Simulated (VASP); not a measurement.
# Sb (R-3m) in VASP: single point with PBEsol

Aim: the single point of Sb with PBEsol.

Program: VASP 6.6.1. These are calculated values, not measurements. Logs are shortened: lines on timing, memory, paths and dates and some standing lists are left out, and cuts for length are marked.

### Step 1. The crystal as given

Symmetry: R-3m, No. 166, trigonal system. Conventional cell: a = 4.326 Å, b = 4.326 Å, c = 11.040 Å, α = 90.00°, β = 90.00°, γ = 120.00°. Sb (site symmetry 3m) has 6 Sb at 2.93 to 3.29 Å as nearest neighbours.

### Step 2. Single point, PBEsol, non-collinear spin, zero start, spin-orbit coupling

The input, INCAR:

```
  PREC = Accurate
  ENCUT = 520
  EDIFF = 1E-6
  ISMEAR = 0
  SIGMA = 0.1
  LREAL = F
  LASPH = T
  NELM = 60
  ALGO = Normal
  ISIF = 2
  LWAVE = F
  LCHARG = T
  LNONCOLLINEAR = T
  MAGMOM = 0 0 0 0 0 0
  LORBIT = 11
  LSORBIT = T
  GGA_COMPAT = F
  GGA = PS
  LVHAR = T
  NBANDS = 22
```

The input, KPOINTS:

```
regular mesh
0
Gamma
  12 12 12
```

The input, POSCAR:

```
Sb
1.0
    2.1629700000      1.2487900000      3.6801000000
   -2.1629700000      1.2487900000      3.6801000000
    0.0000000000     -2.4975800000      3.6801000000
Sb
2
Direct
    0.2362400000      0.2362400000      0.2362400000
    0.7637600000      0.7637600000      0.7637600000
```

Potentials or basis: VASP PAW PBE potentials, release 64 (Sb).

Started as:

```
$ cat potpaw_PBE.64/Sb/POTCAR > POTCAR
$ mpirun -np 1 vasp_ncl > vasp.out
```

OUTCAR:

```text
PREC = Accurate
   ENCUT = 520
   EDIFF = 1E-6
   ISMEAR = 0
   LREAL = F
   LASPH = T
   NELM = 60
   ISIF = 2
   LNONCOLLINEAR = T
   LORBIT = 11
   LSORBIT = T
   GGA = PS

 ion  position               nearest neighbor table
   1  0.236  0.236  0.236-   2 2.93   2 2.93   2 2.93   2 3.29   2 3.29   2 3.29
   2  0.764  0.764  0.764-   1 2.93   1 2.93   1 2.93   1 3.29   1 3.29   1 3.29

  LATTYP: Found a trigonal (rhomboedric) cell.
 ALAT       =     4.4475894252
 COS(alpha) =     0.5269777064

  Lattice vectors:

 A1 = (   2.1629700000,   1.2487900000,   3.6801000000)
 A2 = (  -2.1629700000,   1.2487900000,   3.6801000000)
 A3 = (   0.0000000000,  -2.4975800000,   3.6801000000)

Analysis of symmetry for initial positions (statically):
=====================================================================
 Subroutine PRICEL returns:
 Original cell was already a primitive cell.

 Routine SETGRP: Setting up the symmetry group for a
 trigonal (rhombohedral) supercell.

 Subroutine GETGRP returns: Found 12 space group operations
 (whereof 12 operations were pure point group operations)
 out of a pool of 12 trial point group operations.

The static configuration has the point symmetry D_3d.

Analysis of symmetry for dynamics (positions and initial velocities):
=====================================================================
 Subroutine PRICEL returns:
 Original cell was already a primitive cell.

 Routine SETGRP: Setting up the symmetry group for a
 trigonal (rhombohedral) supercell.

 Subroutine GETGRP returns: Found 12 space group operations
 (whereof 12 operations were pure point group operations)
 out of a pool of 12 trial point group operations.

The dynamic configuration has the point symmetry D_3d.

Analysis of structural, dynamic, and magnetic symmetry:
=====================================================================
 Subroutine PRICEL returns:
 Original cell was already a primitive cell.

 Routine SETGRP: Setting up the symmetry group for a
 trigonal (rhombohedral) supercell.

 Subroutine GETGRP returns: Found 12 space group operations
 (whereof 12 operations were pure point group operations)
 out of a pool of 12 trial point group operations.

The overall configuration has the point symmetry D_3d.

 Subroutine INISYM returns: Found 12 space group operations
 (whereof 12 operations are pure point group operations),
 and found     1 'primitive' translations

----------------------------------------------------------------------------------------

                                     Primitive cell

  volume of cell :      59.6418

  direct lattice vectors                    reciprocal lattice vectors
     2.162970000  1.248790000  3.680100000     0.231163631  0.133462525  0.090577249
    -2.162970000  1.248790000  3.680100000    -0.231163631  0.133462525  0.090577249
     0.000000000 -2.497580000  3.680100000     0.000000000 -0.266925050  0.090577249

  length of vectors
     4.447589425  4.447589425  4.447588320     0.281874277  0.281874277  0.281874476

  position of ions in fractional coordinates (direct lattice)
     0.236240000  0.236240000  0.236240000
     0.763760000  0.763760000  0.763760000

  ion indices of the primitive-cell ions
   primitive index   ion index
                 1           1
                 2           2

----------------------------------------------------------------------------------------

 KPOINTS: regular mesh

Automatic generation of k-mesh.
[... 80 lines left out ...]
   EFERMI =   0.00;   METHOD = LEGACY
   ISMEAR =     0;   SIGMA  =   0.10  broadening in eV -4-tet -1-fermi 0-gaus
   EFERMI_NEDOS =   21; number of points for ismear=-14 and -15
   IALGO  =     38    algorithm
   IMIX   =      4    mixing-type and parameters
     AMIX     =   0.40;   BMIX     =  1.00
     AMIX_MAG =   1.60;   BMIX_MAG =  1.00
  volume/ion in A,a.u.               =      29.82       201.24
  Fermi-wavevector in a.u.,A,eV,Ry     =   0.902730  1.705912 11.087681  0.814922
  Thomas-Fermi vector in A             =   2.025969
   LORBIT       =     11    0 simple, 1 ext, 2 COOP (PROOUT), +10 PAW based schemes
   GGA     = PS    functional components
   LHFCALC =     F    Hartree Fock is set to
   AEXX    =    0.0000 exact exchange contribution
   IVDW    =     0    specifies the selected vdW correction
   LEPSILON=     F    determine dielectric tensor
   LRPA    =     F    only Hartree local field effects (RPA)
 Gauss-broadening in eV      SIGMA  =   0.10
  energy-cutoff  :      520.00
  volume of cell :       59.64
 maximum number of plane-waves:      3242
 NGX is ok and might be reduce to    36
   NGX = 17   NGY = 17   NGZ = 17

 number of electron      10.0000000 magnetization       0.0000000      0.0000000      0.0000000

 number of electron      10.0000000 magnetization       0.0000000     -0.0000000     -0.0000000

 number of electron      10.0000000 magnetization       0.0000000      0.0000000     -0.0000000

 Free energy of the ion-electron system (eV)
  ---------------------------------------------------
  ext. energy  EPLUGINS =         0.00000000
  ---------------------------------------------------
  free energy    TOTEN  =        -9.25169775 eV

  energy without entropy =       -9.25100299  energy(sigma->0) =       -9.25135037

 E-fermi :   7.1828     XC(G=0):  -9.7264

 val. band max:        7.1154972257   @ k =   0.5000   0.5000   0.5000
 cond. band min:       7.2110934136   @ k =  -0.4167   0.5000   0.4167
 fundamental gap:      0.0955961879
 Fermi energy:         7.1828185181

 k-point     1 :       0.0000    0.0000    0.0000
  band No.  band energies     occupation
      1      -5.4855      1.00000
      2      -5.4855      1.00000
      3       2.5507      1.00000
      4       2.5507      1.00000
      5       4.8833      1.00000
      6       4.8833      1.00000
[... 589 lines left out ...]
     21      14.8995      0.00000
     22      14.8995      0.00000

 [... further k-points ...]

------------------------ aborting loop because EDIFF is reached ----------------------------------------

  FORCE on cell =-STRESS in cart. coord.  units (eV):
  Direction    XX          YY          ZZ          XY          YZ          ZX
  --------------------------------------------------------------------------------------
  -------------------------------------------------------------------------------------
  Total        0.0496442      0.0496441      0.0442955      0.0000000      0.0000000      0.0000000
  in kB        1.3336088      1.3336060      1.1899250      0.0000000      0.0000000      0.0000000
  external PRESSURE =       1.2857133 kB  Pullay stress =       0.0000000 kB

 VOLUME and BASIS-vectors are now :
 -----------------------------------------------------------------------------
  energy-cutoff  :      520.00
  volume of cell :       59.64
      direct lattice vectors                 reciprocal lattice vectors
     2.162970000  1.248790000  3.680100000     0.231163631  0.133462525  0.090577249
    -2.162970000  1.248790000  3.680100000    -0.231163631  0.133462525  0.090577249
     0.000000000 -2.497580000  3.680100000     0.000000000 -0.266925050  0.090577249

 POSITION                                       TOTAL-FORCE (eV/Angst)
 -----------------------------------------------------------------------------------
      0.00000      0.00000      2.60816         0.000000      0.000000     -0.000031
      0.00000      0.00000      8.43214        -0.000000     -0.000000      0.000031
 -----------------------------------------------------------------------------------
    total drift:                               -0.000000     -0.000000     -0.000000

  FREE ENERGIE OF THE ION-ELECTRON SYSTEM (eV)
  ---------------------------------------------------
  free  energy   TOTEN  =        -9.2516977466 eV

  energy  without entropy=       -9.2510029922  energy(sigma->0) =       -9.25135037

 Spin-Orbit-Coupling matrix elements

 Ion:    1  E_soc:     -0.1361884
 l=   1
     0.0000000    -0.0226500    -0.0224522
    -0.0226500     0.0000000    -0.0226500
    -0.0224522    -0.0226500     0.0000000
 l=   2
     0.0000000    -0.0000246     0.0000000    -0.0000246    -0.0000843
    -0.0000246     0.0000000    -0.0000645    -0.0000303    -0.0000246
     0.0000000    -0.0000645     0.0000000    -0.0000645     0.0000000
    -0.0000246    -0.0000303    -0.0000645     0.0000000    -0.0000246
    -0.0000843    -0.0000246     0.0000000    -0.0000246     0.0000000
 l=   3
     0.0000000     0.0000000     0.0000000     0.0000000     0.0000000     0.0000000     0.0000000
     0.0000000     0.0000000     0.0000000     0.0000000     0.0000000     0.0000000     0.0000000
     0.0000000     0.0000000     0.0000000     0.0000000     0.0000000     0.0000000     0.0000000
     0.0000000     0.0000000     0.0000000     0.0000000     0.0000000     0.0000000     0.0000000
     0.0000000     0.0000000     0.0000000     0.0000000     0.0000000     0.0000000     0.0000000
     0.0000000     0.0000000     0.0000000     0.0000000     0.0000000     0.0000000     0.0000000
     0.0000000     0.0000000     0.0000000     0.0000000     0.0000000     0.0000000     0.0000000

 Ion:    2  E_soc:     -0.1361884
 l=   1
     0.0000000    -0.0226500    -0.0224522
    -0.0226500     0.0000000    -0.0226500
    -0.0224522    -0.0226500     0.0000000
 l=   2
     0.0000000    -0.0000246     0.0000000    -0.0000246    -0.0000843
    -0.0000246     0.0000000    -0.0000645    -0.0000303    -0.0000246
     0.0000000    -0.0000645     0.0000000    -0.0000645     0.0000000
    -0.0000246    -0.0000303    -0.0000645     0.0000000    -0.0000246
    -0.0000843    -0.0000246     0.0000000    -0.0000246     0.0000000
 l=   3
     0.0000000     0.0000000     0.0000000     0.0000000     0.0000000     0.0000000     0.0000000
     0.0000000     0.0000000     0.0000000     0.0000000     0.0000000     0.0000000     0.0000000
     0.0000000     0.0000000     0.0000000     0.0000000     0.0000000     0.0000000     0.0000000
     0.0000000     0.0000000     0.0000000     0.0000000     0.0000000     0.0000000     0.0000000
     0.0000000     0.0000000     0.0000000     0.0000000     0.0000000     0.0000000     0.0000000
     0.0000000     0.0000000     0.0000000     0.0000000     0.0000000     0.0000000     0.0000000
     0.0000000     0.0000000     0.0000000     0.0000000     0.0000000     0.0000000     0.0000000

 total charge

# of ion       s       p       d       tot
------------------------------------------
    1        1.215   1.146   0.036   2.396
    2        1.215   1.146   0.036   2.396
--------------------------------------------------
tot          2.430   2.291   0.072   4.793

 magnetization (x)

# of ion       s       p       d       tot
------------------------------------------
    1       -0.000   0.000  -0.000  -0.000
    2       -0.000   0.000  -0.000  -0.000
--------------------------------------------------
tot         -0.000   0.000  -0.000  -0.000

 magnetization (y)

# of ion       s       p       d       tot
------------------------------------------
    1        0.000   0.000   0.000   0.000
    2        0.000   0.000   0.000   0.000
--------------------------------------------------
tot          0.000   0.000   0.000   0.000

 magnetization (z)

# of ion       s       p       d       tot
------------------------------------------
    1        0.000   0.000   0.000   0.000
    2        0.000   0.000   0.000   0.000
--------------------------------------------------
tot          0.000   0.000   0.000   0.000
```

Wall time 4.7 min (1 thread of AMD EPYC 9R45 (Zen 5), shared host); peak memory 0.56 GiB.

Results:

| Property | Result |
| --- | --- |
| Free energy | -9.2517 eV |
| Pressure | 0.1 GPa |
| Net moment | 0.00 μB per cell |
| Valence electrons inside the program's atomic spheres | Sb 2.40 |

Moments on the atoms (μB; x, y, z):
```
Sb  0.00 0.00 0.00
Sb  0.00 0.00 0.00
```

Caveat: the PAW data sets were made with another functional, which shifts forces and pressure a little.
